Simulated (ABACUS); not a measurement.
The system is Fe.

```
Fe
1.0
    -1.44300    1.44300    1.44300
     1.44300   -1.44300    1.44300
     1.44300    1.44300   -1.44300
Fe
1
Direct
  0.00000 0.00000 0.00000
```

Program: ABACUS 3.10.1. Alike in all runs: task single point; level PBE; potentials or basis PseudoDojo NC SR 0.4.1 PBE standard, DZP LCAO (the cutoffs set its grid); cell as given; k mesh 8 × 8 × 8; cutoff (eV) 1361; smearing fermi-dirac 0.05 eV; the mesh is coarse, so values aren't converged. Hardware: 4 MPI ranks on Intel(R) Xeon(R) Platinum 8259CL CPU @ 2.50GHz (Skylake/Cascade Lake), on a shared host.

Task: Order these runs on this cell by their wall time, lowest first.
A. spin non-collinear, random start; mixing share 0.4; symmetry key -1
B. spin collinear, ferromagnetic start; mixing share 0.4; symmetry key 1; start moments raised by 1.5 μB
C. spin off; mixing share 0.7; symmetry key 1

Result: C (5.8 s), B (15 s), A (44 s).

Caveats: all runs use coarse meshes; the atomic orbitals were generated for these runs and aren't a published set.
